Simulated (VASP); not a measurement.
# SrO (Fm-3m) in VASP: further runs, part 2 of 2

VASP 6.6.1. Earlier steps stand in the parts before.

## (4) Electrostatic potential, HSE06

This run uses another cell than the first one, of 17.08 Å³/atom, 1.012 times its volume.

Contents of POSCAR:

```
SrO                                     
1.0
    0.0000000000      2.5754250918      2.5754250918
    2.5754250918      0.0000000000      2.5754250918
    2.5754250918      2.5754250918      0.0000000000
  Sr              O             
     1     1
Direct
     0.0000000000000000    0.0000000000000000    0.0000000000000000
     0.5000000000000000    0.5000000000000000    0.5000000000000000
```

Contents of INCAR.step1:

```
  PREC = Accurate
  ENCUT = 520
  EDIFF = 1E-5
  ISMEAR = 0
  SIGMA = 0.02
  LREAL = F
  LASPH = T
  NELM = 100
  ALGO = Normal
  ISIF = 2
  LWAVE = T
  GGA = PE
  KPAR = 4
```

Contents of INCAR.step2:

```
  PREC = Accurate
  ENCUT = 520
  EDIFF = 1E-7
  ISMEAR = 0
  SIGMA = 0.02
  LREAL = F
  LASPH = T
  NELM = 100
  ALGO = Normal
  ISIF = 2
  LWAVE = F
  LCHARG = T
  GGA = PE
  LHFCALC = T
  HFSCREEN = 0.2
  PRECFOCK = Fast
  LVHAR = T
  ISTART = 1
  KPAR = 4
```

Contents of KPOINTS:

```
regular mesh
0
Gamma
  8 8 8
```

Potentials or basis: VASP PAW PBE potentials, release 64 (Sr_sv, O).

Command:

```console
$ cat potpaw_PBE.64/Sr_sv/POTCAR potpaw_PBE.64/O/POTCAR > POTCAR
$ cp INCAR.step1 INCAR
$ mpirun -np 4 vasp_std > vasp.out
$ cp INCAR.step2 INCAR
$ mpirun -np 4 vasp_std > vasp.out
```

OUTCAR:

```text
PREC = Accurate
   ENCUT = 520
   EDIFF = 1E-7
   ISMEAR = 0
   LREAL = F
   LASPH = T
   NELM = 100
   ISIF = 2
   GGA = PE
   LHFCALC = T
   HFSCREEN = 0.2
   PRECFOCK = Fast
   ISTART = 1

 ion  position               nearest neighbor table
   1  0.000  0.000  0.000-   2 2.58   2 2.58   2 2.58   2 2.58   2 2.58   2 2.58
   2  0.500  0.500  0.500-   1 2.58   1 2.58   1 2.58   1 2.58   1 2.58   1 2.58

  LATTYP: Found a face centered cubic cell.
 ALAT       =     5.1508501836

  Lattice vectors:

 A1 = (   0.0000000000,   2.5754250918,   2.5754250918)
 A2 = (   2.5754250918,   0.0000000000,   2.5754250918)
 A3 = (   2.5754250918,   2.5754250918,   0.0000000000)

Analysis of symmetry for initial positions (statically):
=====================================================================
 Subroutine PRICEL returns:
 Original cell was already a primitive cell.

 Routine SETGRP: Setting up the symmetry group for a
 face centered cubic supercell.

 Subroutine GETGRP returns: Found 48 space group operations
 (whereof 48 operations were pure point group operations)
 out of a pool of 48 trial point group operations.

The static configuration has the point symmetry O_h .

Analysis of symmetry for dynamics (positions and initial velocities):
=====================================================================
 Subroutine PRICEL returns:
 Original cell was already a primitive cell.

 Routine SETGRP: Setting up the symmetry group for a
 face centered cubic supercell.

 Subroutine GETGRP returns: Found 48 space group operations
 (whereof 48 operations were pure point group operations)
 out of a pool of 48 trial point group operations.

The dynamic configuration has the point symmetry O_h .

 Subroutine INISYM returns: Found 48 space group operations
 (whereof 48 operations are pure point group operations),
 and found     1 'primitive' translations

----------------------------------------------------------------------------------------

[... 130 lines left out ...]
   LRPA    =     F    only Hartree local field effects (RPA)
 non-spin polarized calculation
 Gauss-broadening in eV      SIGMA  =   0.02
  energy-cutoff  :      520.00
  volume of cell :       34.16
 maximum number of plane-waves:       941
  NGX = 16; NGY = 16; NGZ = 16

 number of electron      15.9999997 magnetization

 Free energy of the ion-electron system (eV)
  ---------------------------------------------------
  ext. energy  EPLUGINS =         0.00000000
  ---------------------------------------------------
  free energy    TOTEN  =       -14.20372298 eV

  energy without entropy =      -14.20372298  energy(sigma->0) =      -14.20372298

 E-fermi :   0.7463     XC(G=0):  -8.2322

 val. band max:        0.5610069667   @ k =   0.0000   0.0000   0.0000
 cond. band min:       5.3270043099   @ k =   0.5000   0.5000   0.0000
 fundamental gap:      4.7659973432
 Fermi energy:         0.7463069699

 k-point     1 :       0.0000    0.0000    0.0000
  band No.  band energies     occupation
      1     -33.7890      2.00000
      2     -15.9981      2.00000
      3     -14.1425      2.00000
      4     -14.1425      2.00000
      5     -14.1425      2.00000
      6       0.5610      2.00000
      7       0.5610      2.00000
      8       0.5610      2.00000
      9       6.0103      0.00000
     10       8.4453      0.00000
     11       8.4453      0.00000
     12       8.4453      0.00000
[... 331 lines left out ...]
 k-point    24 :      -0.3750    0.2500    0.1250
  band No.  band energies     occupation
      1     -33.6218      2.00000
      2     -16.9926      2.00000
      3     -14.5428      2.00000
      4     -14.3853      2.00000
      5     -13.5017      2.00000
      6      -1.0854      2.00000
      7      -0.3496      2.00000
      8      -0.2656      2.00000
      9       8.5898      0.00000
     10       8.9244      0.00000
     11      11.6647      0.00000
     12      11.9289      0.00000

 [... further k-points ...]

------------------------ aborting loop because EDIFF is reached ----------------------------------------

  FORCE on cell =-STRESS in cart. coord.  units (eV):
  Direction    XX          YY          ZZ          XY          YZ          ZX
  --------------------------------------------------------------------------------------
  -------------------------------------------------------------------------------------
  Total        0.1475565      0.1475565      0.1475565     -0.0000000      0.0000000     -0.0000000
  in kB        6.9197758      6.9197758      6.9197758     -0.0000000      0.0000000     -0.0000000
  external PRESSURE =       6.9197758 kB  Pullay stress =       0.0000000 kB

 VOLUME and BASIS-vectors are now :
 -----------------------------------------------------------------------------
  energy-cutoff  :      520.00
  volume of cell :       34.16
      direct lattice vectors                 reciprocal lattice vectors
     0.000000000  2.575425092  2.575425092    -0.194142707  0.194142707  0.194142707
     2.575425092  0.000000000  2.575425092     0.194142707 -0.194142707  0.194142707
     2.575425092  2.575425092  0.000000000     0.194142707  0.194142707 -0.194142707

 POSITION                                       TOTAL-FORCE (eV/Angst)
 -----------------------------------------------------------------------------------
      0.00000      0.00000      0.00000        -0.000000      0.000000     -0.000000
      2.57543      2.57543      2.57543         0.000000     -0.000000      0.000000
 -----------------------------------------------------------------------------------
    total drift:                                0.000000      0.000000      0.000000

  FREE ENERGIE OF THE ION-ELECTRON SYSTEM (eV)
  ---------------------------------------------------
  free  energy   TOTEN  =       -14.2037229824 eV

  energy  without entropy=      -14.2037229824  energy(sigma->0) =      -14.20372298
```

OUTCAR.step1:

```text
PREC = Accurate
   ENCUT = 520
   EDIFF = 1E-5
   ISMEAR = 0
   LREAL = F
   LASPH = T
[... 581 lines left out ...]
 -----------------------------------------------------------------------------------
      0.00000      0.00000      0.00000         0.000000      0.000000      0.000000
      2.57543      2.57543      2.57543         0.000000      0.000000     -0.000000
 -----------------------------------------------------------------------------------
    total drift:                                0.000000      0.000000      0.000000

  FREE ENERGIE OF THE ION-ELECTRON SYSTEM (eV)
  ---------------------------------------------------
  free  energy   TOTEN  =       -12.0449235241 eV

  energy  without entropy=      -12.0449235241  energy(sigma->0) =      -12.04492352
```

OSZICAR.step1:

```text
N       E                     dE             d eps       ncg     rms          rms(c)
DAV:   1     0.792162073115E+02    0.79216E+02   -0.87773E+03   704   0.130E+03
DAV:   2    -0.106752496555E+02   -0.89891E+02   -0.82661E+02   996   0.251E+02
DAV:   3    -0.141702363526E+02   -0.34950E+01   -0.34763E+01   896   0.487E+01
DAV:   4    -0.142452337532E+02   -0.74997E-01   -0.74961E-01   928   0.672E+00
DAV:   5    -0.142469638516E+02   -0.17301E-02   -0.17301E-02   948   0.691E-01    0.163E+01
DAV:   6    -0.121604165099E+02    0.20865E+01   -0.10482E+01   796   0.243E+01    0.198E+01
DAV:   7    -0.120512277781E+02    0.10919E+00   -0.59033E-01   864   0.680E+00    0.114E+01
DAV:   8    -0.120436672944E+02    0.75605E-02   -0.13927E-01   736   0.415E+00    0.770E-01
DAV:   9    -0.120440967674E+02   -0.42947E-03   -0.13753E-02   960   0.991E-01    0.217E-01
DAV:  10    -0.120448070163E+02   -0.71025E-03   -0.12094E-03   736   0.349E-01    0.436E-02
DAV:  11    -0.120449128098E+02   -0.10579E-03   -0.18445E-04   832   0.118E-01    0.420E-02
DAV:  12    -0.120449283664E+02   -0.15557E-04   -0.47515E-05   732   0.683E-02    0.526E-02
DAV:  13    -0.120449235241E+02    0.48423E-05   -0.94631E-06   532   0.374E-02
   1 F= -.12044924E+02 E0= -.12044924E+02  d E =-.669259E-48
```

Wall time 7.4 min (4 MPI ranks of Intel Xeon 6975P-C (Granite Rapids), shared host); peak memory 0.27 GiB.

Results:

| Property | Result |
| --- | --- |
| Free energy | -14.2037 eV |
| Pressure | 0.7 GPa |
| Band gap on the k mesh | 4.77 eV, indirect (least direct gap 4.87 eV) |

Levels at points of the mesh, in eV from the valence-band top:
```tsv
k point	band 5	band 6	band 7	band 8	band 9	band 10	band 11	band 12
(0.00, 0.00, 0.00)	-14.70	0.00	0.00	0.00	5.45	7.88	7.88	7.88
(0.50, 0.00, 0.00)	-13.71	-2.26	-1.19	-1.19	8.25	9.97	10.71	10.71
(0.50, 0.50, 0.00)	-15.09	-0.49	-0.11	-0.11	4.77	9.55	12.03	12.13
```

Caveat: the PAW data sets were made with another functional, which shifts forces and pressure a little. A k mesh can miss the band edges.

## (5) Overview

| task | level | cell | k mesh | cutoff (eV) | grid for exact exchange (PRECFOCK) | screening parameter | gap on the mesh (eV) | pressure (GPa) |
| --- | --- | --- | --- | --- | --- | --- | --- | --- |
| relaxation of cell and atoms | r2SCAN+rVV10 | relaxed | 10 × 10 × 10 | 600 | - | - | 3.70 | 0.0 |
| electrostatic potential | r2SCAN+rVV10 | Fm-3m, 17.08 Å³/atom | 10 × 10 × 10 | 520 | - | - | 3.70 | 0.1 |
| electrostatic potential | HSE06 | Fm-3m, 17.08 Å³/atom | 8 × 8 × 8 | 520 | Fast | 0.2 1/A | 4.77 | 0.7 |

Alike in all rows: potentials or basis VASP PAW PBE potentials, release 64 (Sr_sv, O); no spin polarisation; smearing gaussian 0.02 eV.

Caveats: the PAW data sets were made with another functional, which shifts forces and pressure a little.

Total energies depend on the potentials used, so only differences within one code and one set of settings carry meaning.
